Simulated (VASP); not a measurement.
# KI (P1) in VASP: settings compared

One crystal, KI, is run at these levels: PBE, LDA; tasks: relaxation of cell and atoms, relaxation of the atoms.

Everything below comes from runs of VASP 6.6.1. Logs are shortened: lines on timing, memory, paths and dates and some standing lists are left out, and cuts for length are marked.

**1. The cell of the first run**

The typed cell holds 4 atoms: a = 4.984 Å, b = 4.984 Å, c = 8.633 Å, α = 73.22°, β = 73.22°, γ = 60.00°.

**2. Relaxation of cell and atoms, PBE (a zone-boundary wave of random shape, sigma 0.02 Å)**

File INCAR:

```
SYSTEM = KI
PREC = Accurate
ENCUT = 600
EDIFF = 1E-7
ISMEAR = 0
SIGMA = 0.05
LREAL = .False.
LASPH = .True.
NELM = 60
ALGO = Normal
ISIF = 3
LWAVE = .False.
LCHARG = .False.
GGA = PE
IBRION = 2
NSW = 60
EDIFFG = -0.01
```

File KPOINTS:

```
Automatic mesh
0
Gamma
  6 6 4
  0 0 0
```

File POSCAR:

```
KI
1.0
    0.0000000000     -3.5245500000     -3.5245500000
   -3.5245500000      0.0000000000     -3.5245500000
    3.5245500000      3.5245500000     -7.0491000000
K I
2 2
Direct
    0.5011319400      0.5004670100      0.5003183200
    0.9988680600      0.9995329900      0.9996816800
    0.7465754900      0.7522135800      0.7463113600
    0.2534245100      0.2477864200      0.2536886400
```

Potentials or basis: VASP PAW PBE potentials, release 64 (K_sv, I).

Command:

```bash
cat potpaw_PBE.64/K_sv/POTCAR potpaw_PBE.64/I/POTCAR > POTCAR
mpirun -np 1 vasp_std > vasp.out
```

OUTCAR:

```text
SYSTEM = KI
   PREC = Accurate
   ENCUT = 600
   EDIFF = 1E-7
   ISMEAR = 0
   LREAL = .False.
   LASPH = .True.
   NELM = 60
   ISIF = 3
   GGA = PE
   IBRION = 2
   NSW = 60
   EDIFFG = -0.01

 ion  position               nearest neighbor table
   1  0.501  0.500  0.500-   3 3.49   4 3.50   4 3.50   3 3.50   4 3.52   3 3.53
   2  0.999  1.000  1.000-   4 3.52   3 3.53   4 3.55   3 3.55   3 3.55   4 3.56
   3  0.747  0.752  0.746-   1 3.49   1 3.50   1 3.53   2 3.53   2 3.55   2 3.55
   4  0.253  0.248  0.254-   1 3.50   1 3.50   1 3.52   2 3.52   2 3.55   2 3.56

  LATTYP: Found a trigonal (rhomboedric) cell.
 ALAT       =     8.6333490729
 COS(alpha) =     0.8333333333

  Lattice vectors:

 A1 = (   3.5245500000,   7.0491000000,  -3.5245500000)
 A2 = (   7.0491000000,   3.5245500000,  -3.5245500000)
 A3 = (   3.5245500000,   3.5245500000,  -7.0491000000)

Analysis of symmetry for initial positions (statically):
=====================================================================
 Subroutine PRICEL returns:
 Original cell was already a primitive cell.

 Routine SETGRP: Setting up the symmetry group for a
 trigonal (rhombohedral) supercell.

 Subroutine GETGRP returns: Found  1 space group operations
 (whereof  1 operations were pure point group operations)
 out of a pool of 12 trial point group operations.

The static configuration has the point symmetry C_1 .

Analysis of symmetry for dynamics (positions and initial velocities):
=====================================================================
 Subroutine PRICEL returns:
 Original cell was already a primitive cell.

 Routine SETGRP: Setting up the symmetry group for a
 trigonal (rhombohedral) supercell.

 Subroutine GETGRP returns: Found  1 space group operations
 (whereof  1 operations were pure point group operations)
 out of a pool of 12 trial point group operations.

The dynamic configuration has the point symmetry C_1 .

 Subroutine INISYM returns: Found  1 space group operations
 (whereof  1 operations are pure point group operations),
 and found     1 'primitive' translations

----------------------------------------------------------------------------------------

                                     Primitive cell

  volume of cell :     175.1342

  direct lattice vectors                    reciprocal lattice vectors
     0.000000000 -3.524550000 -3.524550000     0.070931041 -0.212793123 -0.070931041
    -3.524550000  0.000000000 -3.524550000    -0.212793123  0.070931041 -0.070931041
     3.524550000  3.524550000 -7.049100000     0.070931041  0.070931041 -0.070931041

  length of vectors
     4.984466411  4.984466411  8.633349073     0.235251648  0.235251648  0.122856167

  position of ions in fractional coordinates (direct lattice)
     0.501131940  0.500467010  0.500318320
     0.998868060  0.999532990  0.999681680
     0.746575490  0.752213580  0.746311360
     0.253424510  0.247786420  0.253688640

  ion indices of the primitive-cell ions
   primitive index   ion index
                 1           1
                 2           2
                 3           3
                 4           4

----------------------------------------------------------------------------------------

 KPOINTS: Automatic mesh

Automatic generation of k-mesh.
 Grid dimensions read from file:
 generate k-points for:    6    6    4

 Generating k-lattice:

  Cartesian coordinates                     Fractional coordinates (reciprocal lattice)
     0.011821840 -0.035465520 -0.011821840     0.166666667  0.000000000 -0.000000000
    -0.035465520  0.011821840 -0.011821840     0.000000000  0.166666667 -0.000000000
     0.017732760  0.017732760 -0.017732760     0.000000000  0.000000000  0.250000000

  Length of vectors
     0.039208608  0.039208608  0.030714042

  Shift w.r.t. Gamma in fractional coordinates (k-lattice)
     0.000000000  0.000000000  0.000000000

 -----------------------------------------------------------------------------
|                                                                             |
|           W    W    AA    RRRRR   N    N  II  N    N   GGGG   !!!           |
|           W    W   A  A   R    R  NN   N  II  NN   N  G    G  !!!           |
|           W    W  A    A  R    R  N N  N  II  N N  N  G       !!!           |
|           W WW W  AAAAAA  RRRRR   N  N N  II  N  N N  G  GGG   !            |
|           WW  WW  A    A  R   R   N   NN  II  N   NN  G    G                |
|           W    W  A    A  R    R  N    N  II  N    N   GGGG   !!!           |
|                                                                             |
|     Your reciprocal lattice and k-lattice belong to different lattice       |
|     classes:                                                                |
|                                                                             |
|        The reciprocal lattice is rhombohedral (trigonal),                   |
|        whereas your k-lattice is base-centered monoclinic.                  |
|                                                                             |
|     Results are often still useful ...                                      |
|                                                                             |
 -----------------------------------------------------------------------------

 WARNING: IBZKPT: internal override: KBLOWUP is changed to .FALSE.
      ... skipping the blow-up phase ...

 Subroutine IBZKPT returns following result:
 ===========================================

 Found     76 irreducible k-points:

 Following reciprocal coordinates:
            Coordinates               Weight
  0.000000  0.000000  0.000000      1.000000
  0.166667  0.000000  0.000000      2.000000
  0.333333  0.000000 -0.000000      2.000000
  0.500000  0.000000 -0.000000      1.000000
  0.000000  0.166667  0.000000      2.000000
  0.166667  0.166667  0.000000      2.000000
[... 16 lines left out ...]
  0.333333  0.000000  0.250000      2.000000
  0.500000  0.000000  0.250000      2.000000
 [... further k-points ...]
   k-points           NKPTS =     76   k-points in BZ     NKDIM =     76   number of bands    NBANDS=     20
   number of dos      NEDOS =    301   number of ions     NIONS =      4
   total plane-waves  NPLWV = 112000
   dimension x,y,z NGX =    40 NGY =   40 NGZ =   70
   dimension x,y,z NGXF=    80 NGYF=   80 NGZF=  140
   ions per type =               2   2
   NGX,Y,Z   is equivalent  to a cutoff of  13.34, 13.34, 13.48 a.u.
   NGXF,Y,Z  is equivalent  to a cutoff of  26.68, 26.68, 26.96 a.u.
 SYSTEM =  KI
   PREC   = accura    normal or accurate (medium, high low for compatibility)
   ISTART =      0    job   : 0-new  1-cont  2-samecut
   ICHARG =      2    charge: 1-file 2-atom 10-const
   ISPIN  =      1    spin polarized calculation?
   LNONCOLLINEAR =      F non collinear calculations
   LSORBIT =      F    spin-orbit coupling
   LASPH  =      T    aspherical Exc in radial PAW
   ENCUT  =  600.0 eV  44.10 Ry    6.64 a.u.   9.96  9.96 17.24*2*pi/ulx,y,z
   NELM   =     60;   NELMIN=  2; NELMDL= -5     # of ELM steps
   EDIFF  = 0.1E-06   stopping-criterion for ELM
   LREAL  =      F    real-space projection
   EDIFFG = -.1E-01   stopping-criterion for IOM
   NSW    =     60    number of steps for IOM
   IBRION =      2    ionic relax: 0-MD 1-quasi-New 2-CG
   NFREE  =      1    steps in history (QN), initial steepest desc. (CG)
   ISIF   =      3    stress and relaxation
   ISYM   =      2    0-nonsym 1-usesym 2-fastsym
   POTIM  = 0.5000    time-step for ionic-motion
   TEBEG  =    0.0;   TEEND  =   0.0 temperature during run
   PSTRESS=    0.0 pullay stress
   NELECT =      32.0000    total number of electrons
   NUPDOWN=      -1.0000    fix difference up-down
   EMIN   =  10.00;   EMAX   =-10.00  energy-range for DOS
   EFERMI =   0.00;   METHOD = LEGACY
   ISMEAR =     0;   SIGMA  =   0.05  broadening in eV -4-tet -1-fermi 0-gaus
   EFERMI_NEDOS =   21; number of points for ismear=-14 and -15
   IALGO  =     38    algorithm
   IMIX   =      4    mixing-type and parameters
     AMIX     =   0.40;   BMIX     =  1.00
     AMIX_MAG =   1.60;   BMIX_MAG =  1.00
  volume/ion in A,a.u.               =      43.78       295.47
  Fermi-wavevector in a.u.,A,eV,Ry     =   0.928969  1.755497 11.741598  0.862983
  Thomas-Fermi vector in A             =   2.055202
   LORBIT       =      0    0 simple, 1 ext, 2 COOP (PROOUT), +10 PAW based schemes
   GGA     = PE    functional components
   LHFCALC =     F    Hartree Fock is set to
   AEXX    =    0.0000 exact exchange contribution
   IVDW    =     0    specifies the selected vdW correction
   LEPSILON=     F    determine dielectric tensor
   LRPA    =     F    only Hartree local field effects (RPA)
 conjugate gradient relaxation of ions
 non-spin polarized calculation
 Gauss-broadening in eV      SIGMA  =   0.05
  energy-cutoff  :      600.00
  volume of cell :      175.13
 maximum number of plane-waves:      5868
   NGX = 19   NGY = 19   NGZ = 35

--------------------------------------- Ionic step        1  -------------------------------------------

 number of electron      31.9999998 magnetization

 Free energy of the ion-electron system (eV)
  ---------------------------------------------------
  ext. energy  EPLUGINS =         0.00000000
  ---------------------------------------------------
  free energy    TOTEN  =       -11.10538388 eV

  energy without entropy =      -11.10538388  energy(sigma->0) =      -11.10538388

------------------------ aborting loop because EDIFF is reached ----------------------------------------

  FORCE on cell =-STRESS in cart. coord.  units (eV):
  Direction    XX          YY          ZZ          XY          YZ          ZX
  --------------------------------------------------------------------------------------
  -------------------------------------------------------------------------------------
  Total        0.7876991      0.7797104      0.7971911     -0.0011157      0.0007399      0.0028747
  in kB        7.2060942      7.1330111      7.2929292     -0.0102070      0.0067686      0.0262985
  external PRESSURE =       7.2106782 kB  Pullay stress =       0.0000000 kB
[... 213 lines left out ...]
  energy  without entropy=      -11.1296956272  energy(sigma->0) =      -11.12969563

--------------------------------------- Ionic step        7  -------------------------------------------

 number of electron      32.0000001 magnetization

 Free energy of the ion-electron system (eV)
  ---------------------------------------------------
  ext. energy  EPLUGINS =         0.00000000
  ---------------------------------------------------
  free energy    TOTEN  =       -11.13017429 eV

  energy without entropy =      -11.13017429  energy(sigma->0) =      -11.13017429

 E-fermi :  -0.4419     XC(G=0):  -6.9796

 val. band max:       -0.6704090704   @ k =   0.0000   0.0000   0.0000
 cond. band min:       3.1768639574   @ k =   0.0000   0.0000   0.0000
 fundamental gap:      3.8472730278
 Fermi energy:        -0.4419087315

 k-point     1 :       0.0000    0.0000    0.0000
  band No.  band energies     occupation
      1     -29.2697      2.00000
      2     -29.2622      2.00000
      3     -12.8563      2.00000
      4     -12.7534      2.00000
      5     -12.7530      2.00000
      6     -12.7484      2.00000
[... 12 lines left out ...]
     19       5.8391      0.00000
[... 513 lines left out ...]
      4     -12.7882      2.00000
      5     -12.7689      2.00000
      6     -12.7623      2.00000
[... 12 lines left out ...]
     19       5.2229      0.00000
     20       6.4780      0.00000

 [... further k-points ...]
[... 5 lines left out ...]
  --------------------------------------------------------------------------------------
  -------------------------------------------------------------------------------------
  Total        0.0047886      0.0098383     -0.0007348      0.0006632     -0.0005367     -0.0017704
  in kB        0.0413336      0.0849220     -0.0063424      0.0057249     -0.0046330     -0.0152817
  external PRESSURE =       0.0399711 kB  Pullay stress =       0.0000000 kB
[... 19 lines left out ...]
  FREE ENERGIE OF THE ION-ELECTRON SYSTEM (eV)
  ---------------------------------------------------
  free  energy   TOTEN  =       -11.1301742885 eV

  energy  without entropy=      -11.1301742885  energy(sigma->0) =      -11.13017429

 reached required accuracy - stopping structural energy minimisation
```

Run time: 20 min. Hardware: 1 thread of Intel Xeon Platinum 8488C (Sapphire Rapids), shared host; peak memory 0.54 GiB.

What came out:

| Property | Result |
| --- | --- |
| Free energy | -11.1302 eV |
| Relaxed volume | 46.40 Å³/atom |
| Relaxed cell | a = 5.082 Å, b = 5.084 Å, c = 8.801 Å, α = 73.20°, β = 73.20°, γ = 59.99° |
| Space group after relaxing (to 0.05 Å) | Fm-3m (No. 225) |
| Energy gained by relaxing | 6.2 meV/atom |
| Ionic steps | 7 |
| Pressure after relaxing | 0.0 GPa |
| Largest force after relaxing | 0.009 eV/Å |
| Band gap on the k mesh | 3.85 eV |

Forces in eV/Å, atoms in the order of the input:
```
K    0.001  0.002  0.001
K   -0.001 -0.002 -0.002
I   -0.001 -0.009 -0.001
I    0.002  0.009  0.003
```

The path:
| step | energy change (eV) | largest force (eV/Å) | pressure (GPa) | volume (Å³) |
| --- | --- | --- | --- | --- |
| 1 | 0.0000 | 0.0716 | 0.72 | 175.13 |
| 2 | -0.0171 | 0.0598 | 0.35 | 180.18 |
| 3 | -0.0234 | 0.0473 | -0.04 | 186.43 |
| 4 | -0.0234 | 0.0482 | -0.01 | 185.93 |
| 5 | -0.0237 | 0.0431 | -0.01 | 185.90 |
| 6 | -0.0243 | 0.0284 | -0.01 | 185.80 |
| 7 | -0.0248 | 0.0093 | 0.00 | 185.61 |

Final structure:
```cif
data_structure
_symmetry_space_group_name_H-M 'P 1'
_symmetry_Int_Tables_number 1
_cell_length_a 5.0823
_cell_length_b 5.0835
_cell_length_c 8.8015
_cell_angle_alpha 73.201
_cell_angle_beta 73.201
_cell_angle_gamma 59.986
_cell_volume 185.61
loop_
_atom_site_label
_atom_site_type_symbol
_atom_site_fract_x
_atom_site_fract_y
_atom_site_fract_z
_atom_site_occupancy
K1 K 0.50048 0.50020 0.49992 1
K2 K 0.99947 0.99972 0.00003 1
I1 I 0.74827 0.75028 0.75034 1
I2 I 0.25178 0.24980 0.24971 1
```

Levels at points of the mesh, in eV from the valence-band top:
```
           k point  band 14  band 15  band 16  band 17  band 18  band 19
(0.00, 0.00, 0.00)     0.00     0.00     0.00     3.85     5.47     6.51
(0.50, 0.00, 0.00)    -0.49    -0.32    -0.32     5.66     5.66     6.54
(0.00, 0.50, 0.00)    -0.49    -0.32    -0.32     5.66     5.66     6.55
(0.50, 0.50, 0.00)    -0.34    -0.30    -0.30     5.01     5.47     5.65
(0.00, 0.00, 0.50)    -0.16    -0.15    -0.15     4.92     4.93     6.52
(0.50, 0.00, 0.50)    -0.34    -0.30    -0.30     5.01     5.47     5.65
(0.00, 0.50, 0.50)    -0.34    -0.30    -0.30     5.01     5.47     5.65
(0.50, 0.50, 0.50)    -0.49    -0.32    -0.32     5.66     5.66     6.55
```

Caveat: spin-orbit coupling is left out, which moves the levels of the heavy elements. A k mesh can miss the band edges.

(Continued in part 2 of 2.)
